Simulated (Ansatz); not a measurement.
# SnTe (Fm-3m) in Ansatz: further runs

The runs below take SnTe through single point, equation of state, with PBEsol.

All numbers are computed with Ansatz 0.2.0; they aren't measurements. Logs are shortened: lines on timing, memory, paths and dates and some standing lists are left out, and cuts for length are marked.

### 1 The structure

The structure is cubic, space group Fm-3m (No. 225). The conventional cell has a = 6.302 Å, b = 6.302 Å, c = 6.302 Å, α = 90.00°, β = 90.00°, γ = 90.00°. Te (site symmetry m-3m) has 6 Sn at 3.15 Å as nearest neighbours. Around Sn (site symmetry m-3m) lie 6 Te at 3.15 Å.

### 2 Single point, PBEsol, 29.40 Å³/atom (volume scaled by 0.94)

File input.yaml:

```yaml
crystal:
  lattice:
    - [0.0, 3.0865288906, 3.0865288906]
    - [3.0865288906, 0.0, 3.0865288906]
    - [3.0865288906, 3.0865288906, 0.0]
  atoms:
    - { symbol: Te, position: [0.5, 0.5, 0.5] }
    - { symbol: Sn, position: [0.0, 0.0, 0.0] }
hamiltonian:
  xc: pbesol
  pseudopotentials: { kind: paw, source: jth, xc_functional: pbe }
kpoints:
  mp_grid: { grid: [7, 7, 7] }
scf:
  occupations: { method: fermi_dirac, width: 0.05 }
output:
  forces: true
  stress: true
  eigenvalues: true
```

Potentials or basis: JTH PAW.

On the command line:

```console
$ ansatz run input.yaml --threads 2 --pin off --max-ram 5632MiB --backend cpu --events-out ev --progress --plain --runs-dir out
```

The log of the run:

```text
Warning: the checks of this Te dataset prove no rule for summing its radial tables, as where they were carried onto another mesh than they were made on, and Gregory's rule is taken, under which a leading mesh point left out moves its sums only by what lay on the interval it spanned. That does not make them correct, and they differ from Quantum ESPRESSO's on this file; a re-export a fraction of a mesh step off can move them. hamiltonian.pseudopotentials.radial_quadrature: simpson_from_first_knot sums it by `pw.x`'s rule; on a PAW file no value gives `pw.x`'s numbers. What more to know: hamiltonian.pseudopotentials.radial_quadrature, in the input reference
Warning: the checks of this Sn dataset prove no rule for summing its radial tables, as where they were carried onto another mesh than they were made on, and Gregory's rule is taken, under which a leading mesh point left out moves its sums only by what lay on the interval it spanned. That does not make them correct, and they differ from Quantum ESPRESSO's on this file; a re-export a fraction of a mesh step off can move them. hamiltonian.pseudopotentials.radial_quadrature: simpson_from_first_knot sums it by `pw.x`'s rule; on a PAW file no value gives `pw.x`'s numbers. What more to know: hamiltonian.pseudopotentials.radial_quadrature, in the input reference
Warning: RAYON_NUM_THREADS=2 ignored (pool sized by the plan → 2); use --threads N
Engine: ansatz 0.2.0, x86_64-unknown-linux-gnu
Pseudopotentials: kind: paw
Pseudopotential: Te, paw, valence charge 6, recommended cutoff 540 eV (normal), Te.paw.azcp
Pseudopotential: Sn, paw, valence charge 14, recommended cutoff 6600 eV (normal), Sn.paw.azcp
Functional definition: PBEsol
  exchange = pbesol_x
  correlation = pbesol_c
Crystal: 2 atoms, lattice volume = 58.809 Å³
Basis set: ecut = 6600 eV, 71537 PW (Γ), exchange–correlation on 240×240×240 points (8 copies of the dense FFT grid, shifted against one another)
Bands: 14, of which v1, the nominal top of the filled ones, is band 10 counted from 1 (9 counted from 0)
Symmetry: 48 space group operations
Space group: Fm-3m (ITA 225), of the structure as read, at distance tolerance 3.9e-5 Å
k-points: 20 of 343
Non-local potential: Te, projectors of the file, l = 0: 2, l = 1: 2
Non-local potential: Sn, projectors of the file, l = 0: 2, l = 1: 2, l = 2: 2
PAW form: soft (Blöchl's): semilocal exchange-correlation on the pseudo side does not see the compensation charge
PAW frozen core: Sn, regenerated for the run's functional, and the local potential with it (the file was generated under x = pbe(κ = 0.804, μ = 0.2195149727645171), c = pbe(β = 0.06672455060314922))
PAW one-centre angular grid: Te, 110 points (default); XC on 64 Gauss nodes
PAW one-centre angular grid: Sn, 590 points (default); XC on 96 Gauss nodes
Initial density: superposition of atomic densities (chi_scale 0.1, normalization cell, long waves kept (reshape's long-wave potential 0.00 eV rms))
Initial wavefunctions: pseudopotential atomic-orbital guess
Functional: x = pbesol(κ = 0.804, μ = 0.12345679012345678), c = pbesol(β = 0.046)
SCF iter   1: F=—  HF=-10796.217957 eV  |F-HF|=—  |Δ(HF+E_count)|=         —  Δρ=1.15e-2  dr2=8.50e-2  ethr=3.10e-3  ⟨swp⟩=9.1  Hψ=2289  notcnv=0
preconditioner: auto → none  [insulator: Δε(μ)=0.658 eV  Ē_g=16.972 eV  σ=0.050 eV  W_gap=1.00  n_scr=14 (ndim 8)  ℏωp=21.7 eV  f_vac=0.002  D(μ)=0.00/eV (n_scr^D=0)  ε∞_Penn≈2.6]
SCF iter   2: F=—  HF=-10796.204317 eV  |F-HF|=—  |Δ(HF+E_count)|=   1.36e-2  Δρ=5.25e-3  dr2=1.30e-2  ethr=4.25e-4  ⟨swp⟩=3.5  Hψ=714  notcnv=0
SCF iter   3: F=—  HF=-10796.203621 eV  |F-HF|=—  |Δ(HF+E_count)|=   6.95e-4  Δρ=1.95e-3  dr2=2.54e-3  ethr=6.50e-5  ⟨swp⟩=2.4  Hψ=398  notcnv=0
SCF iter   4: F=—  HF=-10796.203274 eV  |F-HF|=—  |Δ(HF+E_count)|=   3.47e-4  Δρ=2.05e-4  dr2=1.20e-5  ethr=1.27e-5  ⟨swp⟩=1.9  Hψ=317  notcnv=0
SCF iter   5: F=—  HF=-10796.203317 eV  |F-HF|=—  |Δ(HF+E_count)|=   4.26e-5  Δρ=8.33e-5  dr2=1.73e-6  ethr=6.02e-8  ⟨swp⟩=2.6  Hψ=491  notcnv=0
SCF iter   6: F=—  HF=-10796.203317 eV  |F-HF|=—  |Δ(HF+E_count)|=   4.14e-7  Δρ=2.29e-5  dr2=4.02e-7  ethr=8.65e-9  ⟨swp⟩=2.8  Hψ=500  notcnv=0
SCF iter   7: F=-10796.203317 eV  HF=-10796.203317 eV  |F-HF|=3.10e-9  |Δ(HF+E_count)|=   1.20e-7  Δρ=4.12e-6  dr2=5.75e-9  ethr=5.00e-10  ⟨swp⟩=8.8  Hψ=1771  notcnv=0
SCF 1 converged in 7 iterations: F = -10796.203317 eV  dr2 = 5.75e-9
SCF converged after 7 iterations
Free energy (F): -10796.203317 eV
Harris-Foulkes:  -10796.203317 eV  (|F-HF|=3.10e-9)
Internal energy: -10796.203196 eV  (E = F + TS)
E sigma→0 (E₀):  -10796.203257 eV
Entropy (-TS):   -0.000122 eV (-0.061 meV/atom)
Fermi energy:    8.729988 eV
--- Per-component energies (eV) ---
  E_band       = -101.206308
  E_kinetic    = 385.926750
  E_local      = -1926.660210  (includes V_loc(G=0)·N_el)
  E_nonlocal   = 693.646270
  E_hartree    = 776.268911
  E_xc         = -296.190501
  E_vxc        = -207.418155  (∫ρ·V_xc dr)
  E_paw        = -8975.341396  (= ΣΔE_a)
  E_vpaw       = -599.237414  (= ΣTr[D̂ρ^β])
  E_aug_tail   = -0.000003  (compensation charges beyond the density's cutoff)
  E_ewald      = -1454.137289
  E_core_change = 0.284272  (= ΣΔE_core)
  E_smearing   = -0.000122  (= −TS)
  E_closure    = 0.000000  (closes the sum)
  Σ components = -10796.203317   (vs F -10796.203317, Δ=0.00e0)
--- Forces (eV/Å), atoms counted from 1 ---
  atom   1  Te     0.00000000     0.00000000    -0.00000000
  atom   2  Sn    -0.00000000     0.00000000     0.00000000
  max |Σ_I F_I| component: 1.36e-29 eV/Å
--- Stress (GPa, compression-positive) ---
        2.831710       0.000000       0.000000
        0.000000       2.831710       0.000000
       -0.000000       0.000000       2.831710
  P = ⅓ Tr σ = 2.8317 GPa (28.317 kbar)
--- Band table (eV; the first three rows and the last of 20) ---
  k-point 0: bands = ["-13.1413", "-13.1413", "-13.1313", "-13.1313", "-13.1313", "-4.6113", "4.2319", "6.3943", "6.3943", "6.3943", "12.2680", "12.2680", "12.2680", "13.3637"]
  k-point 1: bands = ["-13.1422", "-13.1422", "-13.1309", "-13.1297", "-13.1297", "-4.4236", "3.1452", "6.4225", "6.4225", "7.1547", "11.2996", "11.2996", "11.3640", "13.3489"]
  k-point 2: bands = ["-13.1448", "-13.1448", "-13.1300", "-13.1257", "-13.1257", "-3.9040", "1.4698", "6.5362", "6.5362", "7.9484", "9.9391", "9.9391", "10.1119", "14.1206"]
  k-point 19: bands = ["-13.1574", "-13.1410", "-13.1285", "-13.1245", "-13.1174", "-2.7381", "0.9354", "3.3153", "4.1080", "7.4210", "9.9144", "12.8459", "13.8487", "14.2079"]
```

Run time: 24 s. Hardware: 2 threads of AMD EPYC 7R13 (Zen 3), shared host; peak memory 2.8 GiB.

What came out:

| Quantity | Value |
| --- | --- |
| Free energy | -10796.2033 eV |
| Pressure | 2.8 GPa |

Caveat: this odd mesh misses L, where the gap lies, so gap, dielectric constants and Born charges aren't listed.

### 3 Single point, PBEsol, 30.03 Å³/atom (volume scaled by 0.96)

Changes to input.yaml since step 2:

```diff
@@ -2,5 +2,5 @@
   lattice:
-    - [0.0, 3.0865288906, 3.0865288906]
-    - [3.0865288906, 0.0, 3.0865288906]
-    - [3.0865288906, 3.0865288906, 0.0]
+    - [0.0, 3.1082657258, 3.1082657258]
+    - [3.1082657258, 0.0, 3.1082657258]
+    - [3.1082657258, 3.1082657258, 0.0]
   atoms:
```

Potentials or basis: JTH PAW.

On the command line:

```console
$ ansatz run input.yaml --threads 2 --pin off --max-ram 5632MiB --backend cpu --events-out ev --progress --plain --runs-dir out
```

Wall time 33 s (2 threads of AMD EPYC 7R13 (Zen 3), shared host); peak memory 2.8 GiB.

Results (log left out):

```yaml
Free_energy: -10796.2207 eV
Pressure: 1.6 GPa
```

Caveat: this odd mesh misses L, where the gap lies, so gap, dielectric constants and Born charges aren't listed.

### 4 Single point, PBEsol, 30.66 Å³/atom (volume scaled by 0.98)

Changes to input.yaml since step 3:

```diff
@@ -2,5 +2,5 @@
   lattice:
-    - [0.0, 3.1082657258, 3.1082657258]
-    - [3.1082657258, 0.0, 3.1082657258]
-    - [3.1082657258, 3.1082657258, 0.0]
+    - [0.0, 3.1297027185, 3.1297027185]
+    - [3.1297027185, 0.0, 3.1297027185]
+    - [3.1297027185, 3.1297027185, 0.0]
   atoms:
```

On the command line:

```console
$ ansatz run input.yaml --threads 2 --pin off --max-ram 5632MiB --backend cpu --events-out ev --progress --plain --runs-dir out
```

Run time: 23 s. Hardware: 2 threads of AMD EPYC 7R13 (Zen 3), shared host; peak memory 2.8 GiB.

It converged, with:

| Property | Result |
| --- | --- |
| Free energy | -10796.2292 eV |
| Pressure | 0.6 GPa |

Caveat: this odd mesh misses L, where the gap lies, so gap, dielectric constants and Born charges aren't listed.

### 5 Single point, PBEsol, 31.28 Å³/atom

Changes to input.yaml since step 4:

```diff
@@ -2,5 +2,5 @@
   lattice:
-    - [0.0, 3.1297027185, 3.1297027185]
-    - [3.1297027185, 0.0, 3.1297027185]
-    - [3.1297027185, 3.1297027185, 0.0]
+    - [0.0, 3.15085, 3.15085]
+    - [3.15085, 0.0, 3.15085]
+    - [3.15085, 3.15085, 0.0]
   atoms:
@@ -19 +19,5 @@
   eigenvalues: true
+  write_density: true
+  write_potential: true
+  elf: true
+  volumetric_format: npy
```

On the command line:

```console
$ ansatz run input.yaml --threads 2 --pin off --max-ram 5632MiB --backend cpu --events-out ev --progress --plain --runs-dir out
```

Run time: 33 s. Hardware: 2 threads of AMD EPYC 7R13 (Zen 3), shared host; peak memory 2.9 GiB.

It converged, with:

* Free energy: -10796.2298 eV
* Pressure: -0.4 GPa

Caveat: this odd mesh misses L, where the gap lies, so gap, dielectric constants and Born charges aren't listed.

### 6 Single point, PBEsol, 31.91 Å³/atom (volume scaled by 1.02)

Changes to input.yaml since step 5:

```diff
@@ -2,5 +2,5 @@
   lattice:
-    - [0.0, 3.15085, 3.15085]
-    - [3.15085, 0.0, 3.15085]
-    - [3.15085, 3.15085, 0.0]
+    - [0.0, 3.1717171644, 3.1717171644]
+    - [3.1717171644, 0.0, 3.1717171644]
+    - [3.1717171644, 3.1717171644, 0.0]
   atoms:
```

Potentials or basis: JTH PAW.

On the command line:

```console
$ ansatz run input.yaml --threads 2 --pin off --max-ram 5632MiB --backend cpu --events-out ev --progress --plain --runs-dir out
```

Wall time 34 s (2 threads of AMD EPYC 7R13 (Zen 3), shared host); peak memory 3 GiB.

It converged, with:

```yaml
Free_energy: -10796.2233 eV
Pressure: -1.2 GPa
```

Caveat: this odd mesh misses L, where the gap lies, so gap, dielectric constants and Born charges aren't listed.

### 7 Single point, PBEsol, 32.53 Å³/atom (volume scaled by 1.04)

File input.yaml:

```yaml
crystal:
  lattice:
    - [0.0, 3.1923133075, 3.1923133075]
    - [3.1923133075, 0.0, 3.1923133075]
    - [3.1923133075, 3.1923133075, 0.0]
  atoms:
    - { symbol: Te, position: [0.5, 0.5, 0.5] }
    - { symbol: Sn, position: [0.0, 0.0, 0.0] }
hamiltonian:
  xc: pbesol
  pseudopotentials: { kind: paw, source: jth, xc_functional: pbe }
kpoints:
  mp_grid: { grid: [7, 7, 7] }
scf:
  occupations: { method: fermi_dirac, width: 0.05 }
output:
  forces: true
  stress: true
  eigenvalues: true
```

On the command line:

```console
$ ansatz run input.yaml --threads 2 --pin off --max-ram 5632MiB --backend cpu --events-out ev --progress --plain --runs-dir out
```

It took 29 s on 2 threads of AMD EPYC 7R13 (Zen 3), shared host; peak memory 2.9 GiB.

Results (log left out):

| Item | Value |
| --- | --- |
| Free energy | -10796.2105 eV |
| Pressure | -2.0 GPa |

Caveat: this odd mesh misses L, where the gap lies, so gap, dielectric constants and Born charges aren't listed.

### 8 Single point, PBEsol, 33.16 Å³/atom (volume scaled by 1.06)

Changes to input.yaml since step 7:

```diff
@@ -2,5 +2,5 @@
   lattice:
-    - [0.0, 3.1923133075, 3.1923133075]
-    - [3.1923133075, 0.0, 3.1923133075]
-    - [3.1923133075, 3.1923133075, 0.0]
+    - [0.0, 3.2126470615, 3.2126470615]
+    - [3.2126470615, 0.0, 3.2126470615]
+    - [3.2126470615, 3.2126470615, 0.0]
   atoms:
@@ -19 +19,5 @@
   eigenvalues: true
+  write_density: true
+  write_potential: true
+  elf: true
+  volumetric_format: npy
```

On the command line:

```console
$ ansatz run input.yaml --threads 2 --pin off --max-ram 5632MiB --backend cpu --events-out ev --progress --plain --runs-dir out
```

Run time: 36 s. Hardware: 2 threads of AMD EPYC 7R13 (Zen 3), shared host; peak memory 3.5 GiB.

Results (log left out):

```
Free energy : -10796.1920 eV
Pressure    : -2.7 GPa
```

Caveat: this odd mesh misses L, where the gap lies, so gap, dielectric constants and Born charges aren't listed.

### 9 Equation of state, PBEsol

Potentials or basis: JTH PAW.

No new run: the results of the series are fitted here.

Results:

* Equilibrium volume: 31.02 Å³/atom
* Bulk modulus: 47 GPa
* Pressure derivative of the bulk modulus: 4.5

Energy against volume, from the lowest point:
```tsv
volume (Å³/atom)	energy (meV/atom)
29.404	13.22
30.030	4.55
30.656	0.30
31.281	0.00
31.907	3.23
32.532	9.63
33.158	18.87
```

Caveat: this odd mesh misses L, where the gap lies, so gap, dielectric constants and Born charges aren't listed.
